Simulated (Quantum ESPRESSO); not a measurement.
# In2Se2, 1 layer, rectangular cell, stepped through strain along the second axis, part 3 of 7

What law, if any, do the results for In2Se2, 1 layer, rectangular cell follow against strain along the second axis?

Quantum ESPRESSO 7.5; plane-wave DFT, PBE, GBRV ultrasoft pseudopotentials.

So far. Step 2 (Relaxing cell and ions of the reference):  The last row is no step: it is a fresh SCF in the final cell with a new plane-wave basis, +1 meV from the row before. Step 3 (Relaxing the ions, -4 %): The relaxation lowers the energy by 5 meV an atom.

### Step 4. Ground state, -4 %

The self-consistent run of this member.

The input, m0.scf.in:

```
&control
  prefix = 'm0.scf'
  outdir = './out'
  pseudo_dir = './pseudo'
  calculation = 'scf'
  tprnfor = .true.
/
&system
  ibrav = 0
  nat = 8
  ntyp = 2
  ecutwfc = 40
  ecutrho = 200
  occupations = 'smearing'
  smearing = 'fd'
  degauss = 0.002
  nbnd = 42
/
&electrons
  conv_thr = 1e-09
  mixing_beta = 0.4
  electron_maxstep = 120
  mixing_mode = 'plain'
/
ATOMIC_SPECIES
  Se  78.9710  se_pbe_v1.uspp.F.UPF
  In  114.8180  in_pbe_v1.4.uspp.F.UPF
CELL_PARAMETERS angstrom
  4.08092491800000 0.00000000000000 0.00000000000000
  0.00000000000000 6.78517261248000 0.00000000000000
  0.00000000000000 0.00000000000000 20.14290946400000
ATOMIC_POSITIONS crystal
  Se  0.000000000000 0.335978992000 0.364518898600
  Se  0.500000000000 0.835979114000 0.364518653900
  In  0.000000000000 -0.002646010200 0.430055427200
  In  0.500000000000 0.497354570900 0.430055444400
  In  0.000000000000 -0.002646010200 0.569944572800
  In  0.500000000000 0.497354570900 0.569944555600
  Se  0.000000000000 0.335978992000 0.635481101400
  Se  0.500000000000 0.835979114000 0.635481346100
K_POINTS automatic
  8 4 1 0 0 0
```

Launch:

```console
OMP_NUM_THREADS=1 mpirun -n 4 pw.x -nk 2 -in m0.scf.in > m0.scf.out
```

Log:

```text
[banner, memory and clock lines left out]
Program PWSCF v.7.5 starts
[citation notice left out]

[...]
Message from routine setup:
[...]
bravais-lattice index     =            0
     lattice parameter (alat)  =       7.7118  a.u.
     unit-cell volume          =    3763.9020 (a.u.)^3
     number of atoms/cell      =            8
     number of atomic types    =            2
     number of electrons       =        76.00
     number of Kohn-Sham states=           42
     kinetic-energy cutoff     =      40.0000  Ry
     charge density cutoff     =     200.0000  Ry
     scf convergence threshold =      1.0E-09
     mixing beta               =       0.4000
     number of iterations used =            8  plain     mixing
     Exchange-correlation=  SLA  PW   PBX  PBC
                           (   1   4   3   4   0   0   0)

[...]
PseudoPot. # 1 for Se read from file:
     ./pseudo/se_pbe_v1.uspp.F.UPF
     Pseudo is Ultrasoft + core correction, Zval =  6.0
     Generated by new atomic code, or converted to UPF format
     Using radial grid of  877 points,  6 beta functions with:
                l(1) =   0
                l(2) =   0
                l(3) =   1
                l(4) =   1
                l(5) =   2
                l(6) =   2
     Q(r) pseudized with  8 coefficients,  rinner =    1.300   1.300   1.300
                                                       1.300   1.300

     PseudoPot. # 2 for In read from file:
     ./pseudo/in_pbe_v1.4.uspp.F.UPF
     Pseudo is Ultrasoft + core correction, Zval = 13.0
     Generated by new atomic code, or converted to UPF format
     Using radial grid of  889 points,  6 beta functions with:
                l(1) =   0
                l(2) =   0
                l(3) =   1
                l(4) =   1
                l(5) =   2
                l(6) =   2
     Q(r) pseudized with  6 coefficients,  rinner =    1.400   1.400   1.400
                                                       1.400   1.400

     atomic species   valence    mass     pseudopotential
     Se                6.00    78.97100     Se( 1.00)
     In               13.00   114.81800     In( 1.00)

      4 Sym. Ops. (no inversion) found

[...]
number of k points=    15  Fermi-Dirac smearing, width (Ry)=  0.0020
[...]
Dense  grid:   179853 G-vectors     FFT dimensions: (  36,  60, 180)

     Smooth grid:   128765 G-vectors     FFT dimensions: (  32,  54, 160)

     Initial potential from superposition of free atoms

     starting charge      69.9997, renormalised to      76.0000

     negative rho (up, down):  6.118E-04 0.000E+00
     Starting wfcs are   52 randomized atomic wfcs

     per-process dynamical memory:   108.5 Mb

     Self-consistent Calculation

     iteration #  1     ecut=    40.00 Ry     beta= 0.40
     Davidson diagonalization with overlap
     ethr =  1.00E-02,  avg # of iterations =  2.1

     negative rho (up, down):  4.649E-04 0.000E+00

     total energy              =    -707.01681234 Ry
     estimated scf accuracy    <       7.89896218 Ry

     iteration #  2     ecut=    40.00 Ry     beta= 0.40
[...]
negative rho (up, down):  4.801E-04 0.000E+00

[...]
total energy              =    -708.58068182 Ry
     estimated scf accuracy    <       0.15659302 Ry

     iteration #  3     ecut=    40.00 Ry     beta= 0.40
[...]
negative rho (up, down):  5.287E-04 0.000E+00

[...]
total energy              =    -708.61174272 Ry
     estimated scf accuracy    <       0.05386019 Ry

     iteration #  4     ecut=    40.00 Ry     beta= 0.40
[...]
negative rho (up, down):  6.734E-04 0.000E+00

[...]
total energy              =    -708.61302904 Ry
     estimated scf accuracy    <       0.01351143 Ry

     iteration #  5     ecut=    40.00 Ry     beta= 0.40
[...]
negative rho (up, down):  6.237E-04 0.000E+00

[...]
total energy              =    -708.61426249 Ry
     estimated scf accuracy    <       0.00137546 Ry

     iteration #  6     ecut=    40.00 Ry     beta= 0.40
[...]
negative rho (up, down):  6.270E-04 0.000E+00

[...]
total energy              =    -708.61439784 Ry
     estimated scf accuracy    <       0.00012707 Ry

[...]
iteration # 10     ecut=    40.00 Ry     beta= 0.40
[...]
negative rho (up, down):  6.219E-04 0.000E+00

[...]
total energy              =    -708.61446292 Ry
     estimated scf accuracy    <       0.00000030 Ry

     iteration # 11     ecut=    40.00 Ry     beta= 0.40
[...]
negative rho (up, down):  6.225E-04 0.000E+00

[...]
total energy              =    -708.61446302 Ry
     estimated scf accuracy    <       0.00000002 Ry

     iteration # 12     ecut=    40.00 Ry     beta= 0.40
[...]
negative rho (up, down):  6.229E-04 0.000E+00

[...]
total energy              =    -708.61446301 Ry
     estimated scf accuracy    <          2.6E-09 Ry

     iteration # 13     ecut=    40.00 Ry     beta= 0.40
[...]
negative rho (up, down):  6.236E-04 0.000E+00

[...]
End of self-consistent calculation

          k = 0.0000 0.0000 0.0000 ( 16087 PWs)   bands (ev):

   -15.2763 -15.1813 -15.1467 -15.0883 -14.9812 -14.9755 -14.9710 -14.9237
   -14.9090 -14.8947 -14.8910 -14.8891 -14.8253 -14.8154 -14.7908 -14.7266
   -14.7263 -14.7202 -14.6888 -14.5585 -13.6855 -13.5644 -12.4874 -12.4216
    -6.5443  -6.5437  -5.8335  -4.2952  -3.6352  -2.7982  -2.6909  -2.6178
    -2.0286  -1.6505  -1.5761  -1.4293  -1.3578  -1.2960   0.4997   0.9854
     1.0335   1.7429

          k = 0.0000 0.1504 0.0000 ( 16106 PWs)   bands (ev):

   -15.2468 -15.1505 -15.1458 -15.0914 -15.0231 -14.9773 -14.9743 -14.9537
   -14.9189 -14.8962 -14.8946 -14.8832 -14.8370 -14.8289 -14.7864 -14.7545
   -14.7265 -14.7218 -14.6475 -14.5706 -13.5210 -13.4072 -12.6877 -12.6105
    -6.4480  -6.3687  -5.4675  -4.3219  -3.7662  -2.8081  -2.6580  -2.4892
    -2.2344  -2.1269  -1.8558  -1.7599  -1.6394  -1.2246   1.1201   1.1343
     1.2075   2.3454

[...]
the Fermi energy is    -0.5240 ev

!    total energy              =    -708.61446302 Ry
     estimated scf accuracy    <          9.0E-11 Ry
     smearing contrib. (-TS)   =      -0.00000000 Ry
     internal energy E=F+TS    =    -708.61446302 Ry

     The total energy is F=E-TS. E is the sum of the following terms:
     one-electron contribution =   -2231.29847976 Ry
     hartree contribution      =    1146.26429267 Ry
     xc contribution           =    -269.94143268 Ry
     ewald contribution        =     646.36115675 Ry

     convergence has been achieved in  13 iterations

     negative rho (up, down):  6.236E-04 0.000E+00

     Forces acting on atoms (cartesian axes, Ry/au):

     atom    1 type  1   force =     0.00000000    0.00002062   -0.00003239
     atom    2 type  1   force =     0.00000000    0.00002069   -0.00003210
     atom    3 type  2   force =     0.00000000   -0.00002182    0.00009625
     atom    4 type  2   force =     0.00000000   -0.00001949    0.00009637
     atom    5 type  2   force =     0.00000000   -0.00002182   -0.00009625
     atom    6 type  2   force =     0.00000000   -0.00001949   -0.00009637
     atom    7 type  1   force =     0.00000000    0.00002062    0.00003239
     atom    8 type  1   force =     0.00000000    0.00002069    0.00003210

     Total force =     0.000211     Total SCF correction =     0.000049
     SCF correction compared to forces is large: reduce conv_thr to get better values

[...]
```

Elapsed: 84 s, on 4 MPI ranks of Arm Neoverse V2, shared host; peak memory 1.1 GiB; 5.6 min of CPU time.

Numbers from this step:

* free energy: -9641.1909 eV
* Fermi energy: -0.524 eV
* valence top, on the run's zero: -1.224 eV
* conduction bottom, on the run's zero: 0.4997 eV
* gap by band count: 1.723 eV

### Step 5. Potential by pp.x, -4 %

plot_num = 11 writes the bare and Hartree potential, from which vacuum levels or, in a crystal, the mean potential are read.

The input, m0.pot.in:

```
&inputpp
  prefix = 'm0.scf'
  outdir = './out'
  filplot = 'm0.pot.dat'
  plot_num = 11
/
```

Launch:

```console
OMP_NUM_THREADS=1 mpirun -n 4 pp.x -in m0.pot.in > m0.pot.out
```

Log:

```text
[banner, memory and clock lines left out]
Program POST-PROC v.7.5 starts

          URL

     ./out/m0.scf.save/

     IMPORTANT: XC functional enforced from input :
     Exchange-correlation= PBE
                           (   1   4   3   4   0   0   0)
     Any further DFT definition will be discarded
     Please, verify this is what you really want

     negative rho (up, down):  6.236E-04 0.000E+00

     Calling punch_plot, plot_num =  11
     Writing data to file  m0.pot.dat
     Message from routine chdens:
     namelist plot not found or invalid, exiting
```

Wall time 1.2 s (4 MPI ranks); peak memory 0.17 GiB.

This step gave:

| Item | Value |
| --- | --- |
| slope of the potential above | 7.12e-5 eV/Å |
| upper vacuum line continued to the top atoms, over the valence top | 6.046 eV |
| slope of the potential below | -4.71e-5 eV/Å |
| lower vacuum line continued to the bottom atoms, over the valence top | 6.046 eV |
| vacuum level at the upper face over the valence top of the mesh | 6.047 eV |
| vacuum level at the lower face over the valence top of the mesh | 6.047 eV |

Electrostatic potential energy of an electron; zero at the highest filled level of the SCF mesh. Table of potential energy, planar mean by z:

```csv
z (Å),"potential energy, planar mean (eV)"
0.0,6.05
0.5,6.05
1.0,6.05
1.5,6.05
2.0,6.05
2.5,6.05
3.0,6.05
3.5,6.05
4.0,6.04
4.5,6.04
5.0,6.01
5.5,5.88
6.0,5.31
6.5,2.89
7.0,-5.45
7.5,-9.53
8.0,-6.69
8.5,-8.99
9.0,-6.91
9.5,-0.0434
10.0,3.11
10.5,1.50
11.0,-5.09
11.5,-9.19
12.0,-7.01
12.5,-8.59
13.0,-7.87
13.5,1.19
14.0,4.94
14.5,5.79
15.0,5.99
15.5,6.03
16.0,6.04
16.5,6.05
17.0,6.05
17.5,6.05
18.0,6.05
18.5,6.05
19.0,6.05
19.5,6.05
20.0,6.05
```

[end of part 3 of 7]

[Logs are printed without paths, hosts, clocks, repeated set-up lines and the standing remarks that a program may print on its own settings, such as how far it seeks lower states.]

[Hosts, paths, dates, database ids (printed as entryN), source tags and the programs' standing remarks are cut or masked in the printed files.]

[Maps of the electrostatic potential energy from Ansatz leave out the sawtooth potential of an applied field or a dipole correction, so their vacuum need not be flat; planar profiles and work functions include it.]
